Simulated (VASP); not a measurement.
# W (Im-3m) in VASP: notebook, part 2 of 2

VASP 6.6.1.

## Step 3: Relaxation of cell and atoms, BLYP+D3(BJ)

INCAR

```
PREC = Accurate ; ENCUT = 600
EDIFF = 1E-7 ; ISMEAR = -1
SIGMA = 0.05 ; LREAL = F
LASPH = T ; NELM = 80
ALGO = Fast ; ISIF = 3
LWAVE = F ; LCHARG = F
GGA = B5 ; ALDAX = 1.0
AGGAX = 1.0 ; AGGAC = 1.0
ALDAC = 0.0 ; IVDW = 12
VDW_S6 = 1.0 ; VDW_S8 = 2.6996
VDW_A1 = 0.4298 ; VDW_A2 = 4.2359
IBRION = 2 ; NSW = 60
EDIFFG = -0.01
```

KPOINTS

```
regular mesh
0
Gamma
  12 12 12
```

POSCAR

```
W
1.0
   -1.5823450000      1.5823450000      1.5823450000
    1.5823450000     -1.5823450000      1.5823450000
    1.5823450000      1.5823450000     -1.5823450000
W
1
Direct
    0.0000000000      0.0000000000      0.0000000000
```

Potentials or basis: VASP PAW PBE potentials, release 64 (W_sv).

Started as:

```sh
> cat potpaw_PBE.64/W_sv/POTCAR > POTCAR
> mpirun -np 1 vasp_std > vasp.out
```

OUTCAR:

```text
PREC = Accurate
   ENCUT = 600
   EDIFF = 1E-7
   ISMEAR = -1
   LREAL = F
   LASPH = T
   NELM = 80
   ISIF = 3
   GGA = B5
   IVDW = 12
   IBRION = 2
   NSW = 60
   EDIFFG = -0.01
 IVDW          = 12

 ion  position               nearest neighbor table
   1  0.000  0.000  0.000-

  LATTYP: Found a body centered cubic cell.
 ALAT       =     3.1646900000

  Lattice vectors:

 A1 = (  -1.5823450000,   1.5823450000,   1.5823450000)
 A2 = (   1.5823450000,  -1.5823450000,   1.5823450000)
 A3 = (   1.5823450000,   1.5823450000,  -1.5823450000)

Analysis of symmetry for initial positions (statically):
=====================================================================
 Subroutine PRICEL returns:
 Original cell was already a primitive cell.

 Routine SETGRP: Setting up the symmetry group for a
 body centered cubic supercell.

 Subroutine GETGRP returns: Found 48 space group operations
 (whereof 48 operations were pure point group operations)
 out of a pool of 48 trial point group operations.

The static configuration has the point symmetry O_h .

Analysis of symmetry for dynamics (positions and initial velocities):
=====================================================================
 Subroutine PRICEL returns:
 Original cell was already a primitive cell.

 Routine SETGRP: Setting up the symmetry group for a
 body centered cubic supercell.

 Subroutine GETGRP returns: Found 48 space group operations
 (whereof 48 operations were pure point group operations)
 out of a pool of 48 trial point group operations.

The dynamic configuration has the point symmetry O_h .

 Subroutine INISYM returns: Found 48 space group operations
 (whereof 48 operations are pure point group operations),
 and found     1 'primitive' translations

----------------------------------------------------------------------------------------

                                     Primitive cell

  volume of cell :      15.8476

  direct lattice vectors                    reciprocal lattice vectors
    -1.582345000  1.582345000  1.582345000     0.000000000  0.315986716  0.315986716
     1.582345000 -1.582345000  1.582345000     0.315986716  0.000000000  0.315986716
     1.582345000  1.582345000 -1.582345000     0.315986716  0.315986716  0.000000000

  length of vectors
     2.740701935  2.740701935  2.740701935     0.446872699  0.446872699  0.446872699

  position of ions in fractional coordinates (direct lattice)
     0.000000000  0.000000000  0.000000000

  ion indices of the primitive-cell ions
   primitive index   ion index
                 1           1

----------------------------------------------------------------------------------------

 KPOINTS: regular mesh

Automatic generation of k-mesh.
 Grid dimensions read from file:
 generate k-points for:   12   12   12

 Generating k-lattice:

  Cartesian coordinates                     Fractional coordinates (reciprocal lattice)
     0.000000000  0.026332226  0.026332226     0.083333333  0.000000000  0.000000000
     0.026332226  0.000000000  0.026332226     0.000000000  0.083333333  0.000000000
     0.026332226  0.026332226  0.000000000     0.000000000  0.000000000  0.083333333

  Length of vectors
     0.037239392  0.037239392  0.037239392

  Shift w.r.t. Gamma in fractional coordinates (k-lattice)
     0.000000000  0.000000000  0.000000000

 Subroutine IBZKPT returns following result:
 ===========================================

 Found     72 irreducible k-points:

 Following reciprocal coordinates:
            Coordinates               Weight
  0.000000  0.000000  0.000000      1.000000
  0.083333  0.000000  0.000000     12.000000
  0.166667  0.000000  0.000000     12.000000
  0.250000  0.000000  0.000000     12.000000
  0.333333  0.000000  0.000000     12.000000
  0.416667  0.000000  0.000000     12.000000
[... 16 lines left out ...]
  0.333333  0.083333  0.083333     24.000000
  0.416667  0.083333  0.083333     12.000000
 [... further k-points ...]
   k-points           NKPTS =     72   k-points in BZ     NKDIM =     72   number of bands    NBANDS=     11
   number of dos      NEDOS =    301   number of ions     NIONS =      1
   total plane-waves  NPLWV =  13824
   dimension x,y,z NGX =    24 NGY =   24 NGZ =   24
   dimension x,y,z NGXF=    48 NGYF=   48 NGZF=   48
   ions per type =               1
   NGX,Y,Z   is equivalent  to a cutoff of  14.56, 14.56, 14.56 a.u.
   NGXF,Y,Z  is equivalent  to a cutoff of  29.12, 29.12, 29.12 a.u.
 SYSTEM =  unknown system
   PREC   = accura    normal or accurate (medium, high low for compatibility)
   ISTART =      0    job   : 0-new  1-cont  2-samecut
   ICHARG =      2    charge: 1-file 2-atom 10-const
   ISPIN  =      1    spin polarized calculation?
   LNONCOLLINEAR =      F non collinear calculations
   LSORBIT =      F    spin-orbit coupling
   LASPH  =      T    aspherical Exc in radial PAW
   ENCUT  =  600.0 eV  44.10 Ry    6.64 a.u.   5.47  5.47  5.47*2*pi/ulx,y,z
   NELM   =     80;   NELMIN=  2; NELMDL= -5     # of ELM steps
   EDIFF  = 0.1E-06   stopping-criterion for ELM
   LREAL  =      F    real-space projection
   EDIFFG = -.1E-01   stopping-criterion for IOM
   NSW    =     60    number of steps for IOM
   IBRION =      2    ionic relax: 0-MD 1-quasi-New 2-CG
   NFREE  =      1    steps in history (QN), initial steepest desc. (CG)
   ISIF   =      3    stress and relaxation
   ISYM   =      2    0-nonsym 1-usesym 2-fastsym
   POTIM  = 0.5000    time-step for ionic-motion
   TEBEG  =    0.0;   TEEND  =   0.0 temperature during run
   PSTRESS=    0.0 pullay stress
   NELECT =      14.0000    total number of electrons
   NUPDOWN=      -1.0000    fix difference up-down
   EMIN   =  10.00;   EMAX   =-10.00  energy-range for DOS
   EFERMI =   0.00;   METHOD = LEGACY
   ISMEAR =    -1;   SIGMA  =   0.05  broadening in eV -4-tet -1-fermi 0-gaus
   EFERMI_NEDOS =   21; number of points for ismear=-14 and -15
   IALGO  =     68    algorithm
   IMIX   =      4    mixing-type and parameters
     AMIX     =   0.40;   BMIX     =  1.00
     AMIX_MAG =   1.60;   BMIX_MAG =  1.00
  volume/ion in A,a.u.               =      15.85       106.94
  Fermi-wavevector in a.u.,A,eV,Ry     =   1.570832  2.968442 33.572544  2.467512
  Thomas-Fermi vector in A             =   2.672506
   LORBIT       =      0    0 simple, 1 ext, 2 COOP (PROOUT), +10 PAW based schemes
   GGA     = B5    functional components
   LHFCALC =     F    Hartree Fock is set to
   AEXX    =    0.0000 exact exchange contribution
   IVDW    =    12    specifies the selected vdW correction
   LEPSILON=     F    determine dielectric tensor
   LRPA    =     F    only Hartree local field effects (RPA)
 conjugate gradient relaxation of ions
 non-spin polarized calculation
 RMM-DIIS sequential band-by-band and
  energy-cutoff  :      600.00
  volume of cell :       15.85
 maximum number of plane-waves:       543
 NGX is ok and might be reduce to    24
   NGX = 11   NGY = 11   NGZ = 11

--------------------------------------- Ionic step        1  -------------------------------------------

 number of electron      14.0000001 magnetization

 Free energy of the ion-electron system (eV)
  ---------------------------------------------------
  ext. energy  EPLUGINS =         0.00000000
  ---------------------------------------------------
  free energy    TOTEN  =       -11.23624901 eV

  energy without entropy =      -11.23193665  energy(sigma->0) =      -11.23409283

------------------------ aborting loop because EDIFF is reached ----------------------------------------

 Edisp (eV)   -1.70456

 E8    (eV) :    -1.3454
[... 69 lines left out ...]
--------------------------------------- Ionic step        3  -------------------------------------------

 number of electron      14.0000001 magnetization

 Free energy of the ion-electron system (eV)
  ---------------------------------------------------
  ext. energy  EPLUGINS =         0.00000000
  ---------------------------------------------------
  free energy    TOTEN  =       -11.23283622 eV

  energy without entropy =      -11.22854328  energy(sigma->0) =      -11.23068975

 E-fermi :  12.0392     XC(G=0): -13.0003

 val. band max:       12.0098767572   @ k =   0.1667   0.0000   0.0000
 cond. band min:      12.0677229870   @ k =   0.4167   0.0000   0.0000
 fundamental gap:      0.0578462298
 Fermi energy:        12.0391633417

 k-point     1 :       0.0000    0.0000    0.0000
  band No.  band energies     occupation
      1     -61.6989      2.00000
      2     -25.5242      2.00000
      3     -25.5242      2.00000
      4     -25.5242      2.00000
      5       2.6049      2.00000
      6      10.7327      2.00000
      7      10.7327      2.00000
      8      10.7327      2.00000
      9      14.2614      0.00000
     10      14.2614      0.00000
     11      26.7468      0.00000
[... 309 lines left out ...]
 k-point    24 :       0.4167    0.0833    0.0833
  band No.  band energies     occupation
      1     -61.5557      2.00000
      2     -26.7600      2.00000
      3     -26.0161      2.00000
      4     -25.6204      2.00000
      5       6.4897      2.00000
      6       8.4001      2.00000
      7      11.9865      1.48288
      8      14.3782      0.00000
      9      15.1340      0.00000
     10      19.4823      0.00000
     11      22.0151      0.00000

 [... further k-points ...]

------------------------ aborting loop because EDIFF is reached ----------------------------------------

 Edisp (eV)   -1.70803

 E8    (eV) :    -1.3482
[... 24 lines left out ...]
  FREE ENERGIE OF THE ION-ELECTRON SYSTEM (eV)
  ---------------------------------------------------
  free  energy   TOTEN  =       -12.9408633484 eV

  energy  without entropy=      -12.9365704107  energy(sigma->0) =      -12.93871688

 reached required accuracy - stopping structural energy minimisation
```

OSZICAR:

```text
N       E                     dE             d eps       ncg     rms          rms(c)
DAV:   1     0.859641869690E+02    0.85964E+02   -0.86067E+03  1592   0.159E+03
DAV:   2    -0.101015473965E+02   -0.96066E+02   -0.92599E+02  1710   0.358E+02
DAV:   3    -0.117890071447E+02   -0.16875E+01   -0.16631E+01  1764   0.461E+01
[... 27 lines left out ...]
RMM:   4    -0.112328355814E+02   -0.35785E-04   -0.20847E-04  1671   0.195E-01    0.504E-02
RMM:   5    -0.112328349066E+02    0.67479E-06   -0.61904E-05  1608   0.105E-01    0.711E-03
RMM:   6    -0.112328358396E+02   -0.93303E-06   -0.10015E-05  1689   0.453E-02    0.425E-03
RMM:   7    -0.112328363121E+02   -0.47253E-06   -0.16827E-06  1528   0.189E-02    0.358E-03
RMM:   8    -0.112328362186E+02    0.93577E-07   -0.54122E-07  1406   0.110E-02
   3 F= -.12940863E+02 E0= -.12938717E+02  d E =-.576206E-04
```

CONTCAR:

```text
W
   1.00000000000000
    -1.5813197404199462    1.5813197404199462    1.5813197404199462
     1.5813197404199462   -1.5813197404199462    1.5813197404199462
     1.5813197404199462    1.5813197404199462   -1.5813197404199462
  W
     1
Direct
     0.0000000000000000    0.0000000000000000    0.0000000000000000

  0.00000000E+00  0.00000000E+00  0.00000000E+00
```

Wall time 28 s (1 thread of Intel Xeon Platinum 8488C (Sapphire Rapids), shared host); peak memory 0.16 GiB.

Results:

* Free energy: -12.9409 eV
* Relaxed volume: 15.82 Å³/atom
* Relaxed cell: a = 2.739 Å, b = 2.739 Å, c = 2.739 Å, α = 109.47°, β = 109.47°, γ = 109.47°
* Space group after relaxing (to 0.05 Å): Im-3m (No. 229)
* Energy gained by relaxing: 0.1 meV/atom
* Ionic steps: 3
* Pressure after relaxing: 0.0 GPa
* Band gap on the k mesh: none (metal or under the smearing width)
* Dispersion energy per atom: -1.708 eV

Final structure:
```yaml
crystal:
  lattice:
    - [-1.58132, 1.58132, 1.58132]
    - [1.58132, -1.58132, 1.58132]
    - [1.58132, 1.58132, -1.58132]
  atoms:
    - { symbol: W, position: [0.00000, 0.00000, 0.00000] }
```

Caveat: the PAW data sets were made with another functional, which shifts forces and pressure a little; pairwise dispersion overbinds metals, which lowers pressure and volume. The run has no spin-orbit coupling, so splittings on W are missing.

## Step 4: The reference run

An earlier run on the cell as given: functional PBE; potentials or basis VASP PAW PBE potentials, release 64 (W_sv); cutoff 520 eV; k mesh 12 × 12 × 12; occupations fermi-dirac, width 0.05 eV; no spin polarisation.

* Pressure: 6.4 GPa
* Band gap on the k mesh: none (metal or under the smearing width)

## Step 5: Summary

```csv
task,level,U,cell,cutoff (eV),smearing,optimiser,gap on the mesh (eV),pressure (GPa)
relaxation of the atoms,PBEsol+D3(BJ)+U,W d U = 5.3 eV,atoms relaxed from: cell strained at random at fixed volume,520,gaussian 0.01 eV,vasp,none,6.6
relaxation of cell and atoms,BLYP+D3(BJ),-,relaxed,600,fermi-dirac 0.05 eV,-,none,0.0
single point,PBE,-,as given,520,fermi-dirac 0.05 eV,-,none,6.4
```

Alike in all rows: potentials or basis VASP PAW PBE potentials, release 64 (W_sv); no spin polarisation; k mesh 12 × 12 × 12.

Caveats: the PAW data sets were made with another functional, which shifts forces and pressure a little (some runs); pairwise dispersion overbinds metals, which lowers pressure and volume (some runs); the relaxation stopped at its first step, so nothing moved (some runs); U without spin polarisation on a metal has little footing (some runs); the U is typed as a test and isn't derived for this compound (some runs).

Total energies depend on the potentials used, so only differences within one code and one set of settings carry meaning.
